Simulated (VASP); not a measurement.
**BN: cell size against the level of theory**

Aim: relax BN at several levels and hold each cell against experiment. The levels: LDA, PBEsol, PBE, r2SCAN, PBE + D3(BJ), r2SCAN + rVV10, rev-vdW-DF2 and optB86b-vdW. The start is a cell from a database of measured crystal structures.

Program: VASP 6.6.1. Level of theory: LDA; plane waves and PAW (B, N), in the first sound run; inputs show where later runs differ. Results are calculated unless marked as measured.

**Measured values to reproduce.**

For BN, hexagonal layered, AA' stacking (commercial high-purity powder, 300 K), “Anisotropic thermo-mechanical response of layered hexagonal boron nitride and black phosphorus: application as a simultaneous pressure and temperature sensor” (2023, arxiv:2307.07533) gives, by synchrotron powder XRD, Le Bail: lattice constant a (a at 300 K) 2.5069 ± 0.0002 Å [300 K value from polynomial fit to temperature-dependent data]; lattice constant c (c at 300 K) 6.6706 ± 0.0007 Å [300 K value from linear fit to temperature-dependent data].

The database entry behind the starting cell differs from later determinations by our own check (about 0.3 % short, minor phase), so it need not match the best structure at ambient conditions.

**1. Set-up**

Before any relaxation, the start is as follows. Symmetry: P6_3/mmc, No. 194, hexagonal system. The conventional cell has a = 2.498 Å, b = 2.498 Å, c = 6.636 Å, α = 90.00°, β = 90.00°, γ = 120.00°. B has 3 N at 1.44 Å nearest. Nearest to N lie 3 B at 1.44 Å. Farther neighbours and most contacts between anions are not listed.

**2. Relaxation with LDA**

The start need not lie at this functional's minimum. ISIF = 3 frees volume, shape and positions, and EDIFFG sets the threshold on forces and stress at which the search stops. LDA, the lowest rung, knows the local density alone.

File INCAR:

```
SYSTEM = BN
PREC = Accurate
ENCUT = 560
EDIFF = 1E-06
NELM = 100
ISMEAR = -1
SIGMA = 0.05
LREAL = .FALSE.
ALGO = Normal
GGA = CA
NBANDS = 14
LORBIT = 11
LWAVE = .FALSE.
LCHARG = .FALSE.
KPAR = 4
IBRION = 2
NSW = 60
ISIF = 3
EDIFFG = -0.01
```

File POSCAR:

```
BN
1.0
    2.4982400000      0.0000000000      0.0000000000
   -1.2491200000      2.1635393048      0.0000000000
    0.0000000000      0.0000000000      6.6357000000
B N
2 2
Direct
    0.3333333333      0.6666666667      0.2500000000
    0.6666666667      0.3333333333      0.7500000000
    0.3333333333      0.6666666667      0.7500000000
    0.6666666667      0.3333333333      0.2500000000
```

File KPOINTS:

```
Automatic mesh
0
Gamma
9 9 3
0 0 0
```

The projector-augmented-wave data sets are B and N (PBE family, release 64).

Run with:

```
$ mpirun -np 4 vasp_std
```

What it wrote:

```text
[banner, memory and clock lines left out]
running    4 mpi-ranks, on    1 nodes
 distrk:  each k-point on    1 cores,    4 groups
 distr:  one band on    1 cores,    1 groups

 POSCAR found type information on POSCAR B N
 POSCAR found :  2 types and       4 ions
|                                                                             |
|               ----> ADVICE to this user running VASP <----                  |
|                                                                             |
|     You enforced a specific xc type in the INCAR file but a different       |
|     [... a line on the potential file left out ...]
|     I HOPE YOU KNOW WHAT YOU ARE DOING!                                     |
|                                                                             |

 LDA part: xc-table for (Slater(with rela. corr.)+CA(PZ))
 , standard interpolation
 POSCAR, INCAR and KPOINTS ok, starting setup
 FFT: planning ... GRIDC
 FFT: planning ... GRID_SOFT
 FFT: planning ... GRID
 WAVECAR not read
 entering main loop
       N       E                     dE             d eps       ncg     rms          rms(c)
DAV:   1     0.542753624084E+02    0.54275E+02   -0.84600E+03   672   0.112E+03
DAV:   2    -0.378853673682E+02   -0.92161E+02   -0.83177E+02   904   0.253E+02
DAV:   3    -0.420272665642E+02   -0.41419E+01   -0.41157E+01   906   0.545E+01
DAV:   4    -0.420634782574E+02   -0.36212E-01   -0.36208E-01   756   0.542E+00
DAV:   5    -0.420639053999E+02   -0.42714E-03   -0.42702E-03   900   0.570E-01    0.111E+01
DAV:   6    -0.387954661829E+02    0.32684E+01   -0.63104E+00   828   0.202E+01    0.498E+00
DAV:   7    -0.384537641608E+02    0.34170E+00   -0.50847E-01   828   0.587E+00    0.305E+00
DAV:   8    -0.383479684740E+02    0.10580E+00   -0.28165E-01   828   0.375E+00    0.449E-01
DAV:   9    -0.383433616211E+02    0.46069E-02   -0.16945E-02   756   0.106E+00    0.192E-01
DAV:  10    -0.383433350322E+02    0.26589E-04   -0.61344E-04   840   0.229E-01    0.237E-02
DAV:  11    -0.383433474683E+02   -0.12436E-04   -0.29985E-05   786   0.464E-02    0.177E-02
DAV:  12    -0.383433475675E+02   -0.99149E-07   -0.69665E-06   816   0.206E-02
   1 F= -.38343348E+02 E0= -.38343348E+02  d E =-.383433E+02
 curvature:   0.00 expect dE= 0.000E+00 dE for cont linesearch  0.000E+00
 trial: gam= 0.00000 g(F)=  0.223E-46 g(S)=  0.106E-01 ort = 0.000E+00 (trialstep = 0.100E+01)
 search vector abs. value=  0.106E-01
 bond charge predicted
       N       E                     dE             d eps       ncg     rms          rms(c)
DAV:   1    -0.383488837429E+02   -0.55363E-02   -0.32500E-01   768   0.547E+00    0.727E-01
DAV:   2    -0.383395044882E+02    0.93793E-02   -0.18763E-02   816   0.125E+00    0.249E-01
DAV:   3    -0.383389127551E+02    0.59173E-03   -0.25025E-03   786   0.386E-01    0.875E-02
DAV:   4    -0.383387523543E+02    0.16040E-03   -0.17091E-04   858   0.119E-01    0.429E-02
DAV:   5    -0.383387171226E+02    0.35232E-04   -0.47111E-05   816   0.545E-02    0.157E-02
DAV:   6    -0.383387163778E+02    0.74477E-06   -0.30833E-06   744   0.169E-02
   2 F= -.38338716E+02 E0= -.38338716E+02  d E =0.463119E-02
[...]
3 F= -.38345209E+02 E0= -.38345209E+02  d E =-.186107E-02
[...]
4 F= -.38345208E+02 E0= -.38345208E+02  d E =-.186066E-02
[...]
5 F= -.38345537E+02 E0= -.38345537E+02  d E =-.328758E-03
[...]
6 F= -.38346426E+02 E0= -.38346426E+02  d E =-.121745E-02
[...]
7 F= -.38347713E+02 E0= -.38347713E+02  d E =-.250441E-02
[...]
8 F= -.38347842E+02 E0= -.38347842E+02  d E =-.263360E-02
 curvature:  -5.47 expect dE=-0.380E-03 dE for cont linesearch -0.372E-03
 ZBRENT: bracketing found
 ZBRENT: interpolating
 opt :  14.0495  next Energy=   -38.348268 (dE=-0.306E-02)
 bond charge predicted
       N       E                     dE             d eps       ncg     rms          rms(c)
DAV:   1    -0.383729311843E+02   -0.25089E-01   -0.71586E-01   678   0.673E+00    0.743E-01
DAV:   2    -0.383531786624E+02    0.19753E-01   -0.26688E-02   774   0.151E+00    0.314E-01
DAV:   3    -0.383488065963E+02    0.43721E-02   -0.78446E-03   822   0.672E-01    0.113E-01
DAV:   4    -0.383482835249E+02    0.52307E-03   -0.93712E-04   834   0.267E-01    0.382E-02
DAV:   5    -0.383482409632E+02    0.42562E-04   -0.15612E-04   816   0.104E-01    0.208E-02
DAV:   6    -0.383482366878E+02    0.42754E-05   -0.12283E-05   828   0.359E-02    0.257E-03
DAV:   7    -0.383482367191E+02   -0.31301E-07   -0.51050E-07   402   0.609E-03
   9 F= -.38348237E+02 E0= -.38348237E+02  d E =-.302850E-02
 curvature:  -6.27 expect dE=-0.296E-04 dE for cont linesearch -0.372E-05
 trial: gam=-0.05082 g(F)=  0.138E-46 g(S)=  0.472E-05 ort = 0.155E-04 (trialstep = 0.351E+01)
 search vector abs. value=  0.419E-05
 reached required accuracy - stopping structural energy minimisation
```

Wall time 30 s (4 MPI ranks of AMD EPYC 7R43, shared host); peak memory 0.42 GiB.

The logs omit lines about the potential files and the build; timing stands in the text.

Parts of OUTCAR (step 2):

```text
ion  position               nearest neighbor table
   1  0.333  0.667  0.250-   4 1.44   4 1.44   4 1.44
   2  0.667  0.333  0.750-   3 1.44   3 1.44   3 1.44
   3  0.333  0.667  0.750-   2 1.44   2 1.44   2 1.44
   4  0.667  0.333  0.250-   1 1.44   1 1.44   1 1.44

  LATTYP: Found a hexagonal cell.
 ALAT       =     2.4982400000
 C/A-ratio  =     2.6561499296

 Subroutine GETGRP returns: Found 24 space group operations
 (whereof 12 operations were pure point group operations)

The static configuration has the point symmetry D_3d.
 The point group associated with its full space group is D_6h.

 Found     24 irreducible k-points:

   k-points           NKPTS =     24   k-points in BZ     NKDIM =     24   number of bands    NBANDS=     14

   dimension x,y,z NGX =    20 NGY =   20 NGZ =   54
   dimension x,y,z NGXF=    40 NGYF=   40 NGZF=  108

   ENCUT  =  560.0 eV  41.16 Ry    6.42 a.u.   4.82  4.82 12.80*2*pi/ulx,y,z

   NELECT =      16.0000    total number of electrons

 k-points in reciprocal lattice and weights: Automatic mesh
   0.00000000  0.00000000  0.00000000       0.004
   0.11111111  0.00000000  0.00000000       0.025
   0.22222222  0.00000000  0.00000000       0.025
   0.33333333  0.00000000  0.00000000       0.025
   0.44444444  0.00000000  0.00000000       0.025
   0.11111111  0.11111111  0.00000000       0.025
   0.22222222  0.11111111  0.00000000       0.049
   0.33333333  0.11111111  0.00000000       0.049
   0.44444444  0.11111111  0.00000000       0.025
[...]
0.33333333  0.22222222  0.33333333       0.099
   0.33333333  0.33333333  0.33333333       0.016

 average (electrostatic) potential at core
       1 -28.5943       2 -28.5943       3 -64.4885       4 -64.4885

 E-fermi :   3.4386

 k-point     1 :       0.0000    0.0000    0.0000
  band No.  band energies     occupation
    ...
      4      -1.6524      2.00000
      5       1.0146      2.00000
      6       1.0146      2.00000
      7       1.0656      2.00000
      8       1.0656      2.00000
      9       7.5159      0.00000
     10      12.8305      0.00000
     11      13.8938      0.00000
     12      13.8938      0.00000
     13      14.0571      0.00000
    ...

 k-point     2 :       0.1111    0.0000    0.0000
  band No.  band energies     occupation
    ...
      4      -1.3536      2.00000
      5       0.0653      2.00000
      6       0.1150      2.00000
      7       0.5599      2.00000
      8       0.6203      2.00000
      9       7.9372      0.00000
     10      12.6180      0.00000
     11      13.6504      0.00000
     12      13.9665      0.00000
     13      14.4832      0.00000
    ...

 k-point     3 :       0.2222    0.0000    0.0000
  band No.  band energies     occupation
    ...
      4      -2.1291      2.00000
      5      -2.0509      2.00000
      6      -0.4928      2.00000
      7      -0.4017      2.00000
      8      -0.3273      2.00000
      9       8.9988      0.00000
     10      11.6315      0.00000
     11      12.2352      0.00000
     12      13.1304      0.00000
     13      13.8970      0.00000
    ...

  Total        0.0131094      0.0131094     -0.0069023      0.0000000      0.0000000      0.0000000
  in kB        0.6081377      0.6081377     -0.3201951      0.0000000      0.0000000      0.0000000
  external PRESSURE =       0.2986934 kB  Pullay stress =       0.0000000 kB

  energy-cutoff  :      560.00
  volume of cell :       34.54
      direct lattice vectors                 reciprocal lattice vectors
     2.491589537  0.000000000  0.000000000     0.401350217  0.231719656  0.000000000
    -1.245794768  2.157779835 -0.000000000    -0.000000000  0.463439311  0.000000000
     0.000000000 -0.000000000  6.424038542    -0.000000000  0.000000000  0.155665318

 POSITION                                       TOTAL-FORCE (eV/Angst)
 -----------------------------------------------------------------------------------
     -0.00000      1.43852      1.60601         0.000000     -0.000000      0.000000
      1.24579      0.71926      4.81803        -0.000000      0.000000      0.000000
     -0.00000      1.43852      4.81803         0.000000     -0.000000      0.000000
      1.24579      0.71926      1.60601        -0.000000     -0.000000      0.000000
 -----------------------------------------------------------------------------------
    total drift:                                0.000000     -0.000000      0.000000

  FREE ENERGIE OF THE ION-ELECTRON SYSTEM (eV)
  ---------------------------------------------------
  free  energy   TOTEN  =       -38.3482367191 eV

  energy  without entropy=      -38.3482367191  energy(sigma->0) =      -38.34823672

 reached required accuracy - stopping structural energy minimisation

 total charge
# of ion       s       p       d       tot
------------------------------------------
    1        0.739   1.448   0.000   2.188
    2        0.739   1.448   0.000   2.188
    3        1.211   2.795   0.000   4.006
    4        1.211   2.795   0.000   4.006
--------------------------------------------------
tot          3.901   8.487   0.000  12.388

[... 3 further parts left out ...]
```

CONTCAR:

```
BN
   1.00000000000000
     2.4915895366922958    0.0000000000000000    0.0000000000000000
    -1.2457947683461479    2.1577798346281929   -0.0000000000000000
     0.0000000000000000   -0.0000000000000000    6.4240385422826991
  B               N
     2     2
Direct
     0.3333333332999970    0.6666666667000030    0.2500000000000000
     0.6666666667000030    0.3333333332999970    0.7500000000000000
     0.3333333332999970    0.6666666667000030    0.7500000000000000
     0.6666666667000030    0.3333333332999970    0.2500000000000000
```

The gap is read on the k-mesh alone, so it is an upper bound where the band edges lie off the mesh. The bonds form layers, held to each other by dispersion, which LDA lacks; its overbinding stands in for it by accident. The PAW data sets were made with PBE, though LDA sets exist; this is a small mismatch. The run keeps the 24 symmetry operations of its start, so it cannot find a distortion of lower symmetry.

Step by step:

```tsv
step	energy less that of the first step (eV)	largest force (eV/Å)	pressure (GPa)	volume (Å³)
1	0.0000	0.0000	-2.21	35.87
2	0.0046	0.0000	3.70	35.23
3	-0.0019	0.0000	-0.20	35.64
4	-0.0019	0.0000	-0.17	35.64
5	-0.0022	0.0000	-0.14	35.57
6	-0.0031	0.0000	-0.12	35.37
7	-0.0044	0.0000	-0.05	34.96
8	-0.0045	0.0000	0.14	34.14
9	-0.0049	0.0000	0.03	34.54
```

```tsv
conventional cell, symmetrised	before	after	change
a (Å)	2.498	2.492	-0.3 %
b (Å)	2.498	2.492	-0.3 %
c (Å)	6.636	6.424	-3.2 %
volume (Å³/atom)	8.97	8.63	-3.7 %
```

Final coordinates:

```xyz
4
Lattice="2.4916 0.0000 0.0000 -1.2458 2.1578 0.0000 0.0000 0.0000 6.4240" Properties=species:S:1:pos:R:3 pbc="T T T"
B     0.0000    1.4385    1.6060
B     1.2458    0.7193    4.8180
N     0.0000    1.4385    4.8180
N     1.2458    0.7193    1.6060
```

A gap read on the k-mesh alone can miss the band edges.

This step gave:

```yaml
electrons: 16
bands: 14
irreducible_k_points: 24
symmetry_operations: 24
free_energy_toten: -38.35 eV
fermi_energy: 3.439 eV
pressure: 0.02987 GPa
metallic: no
valence_top_at_k: 0.3333, 0.3333, 0.3333
conduction_bottom_at_k: 0.4444, 0.1111, 0
least_direct_gap_at_k: 0.4444, 0.1111, 0
scf_cycles_over_all_ionic_steps: 60
gap_on_the_k_mesh: 4.235 eV
least_direct_gap_on_the_k_mesh: 4.445 eV
```

It ends with forces that vanish by symmetry and a pressure of 0.03 GPa. The volume lies -3.7 % from that of the database's start, which holds the thermal and zero-point expansion of its experiment. LDA is known to overbind. The conventional cell has a = 2.492 and c = 6.424 Å.

[end of part 1 of 3]

[Lines on the potential files, build, host, timing and source positions are cut from VASP's logs without a mark.]

[Logs are printed without paths, hosts, clocks, repeated set-up lines and the standing remarks that a program may print on its own settings, such as how far it seeks lower states.]

[Hosts, paths, dates, database ids (printed as entryN), source tags and the programs' standing remarks are cut or masked in the printed files.]

[Measured values are set beside computed ones only where the two were judged alike; some that the calculation misses by far are left out.]

[In band tables of VASP the shares of atoms and orbitals are scaled to a sum of 1 inside the atoms' spheres.]
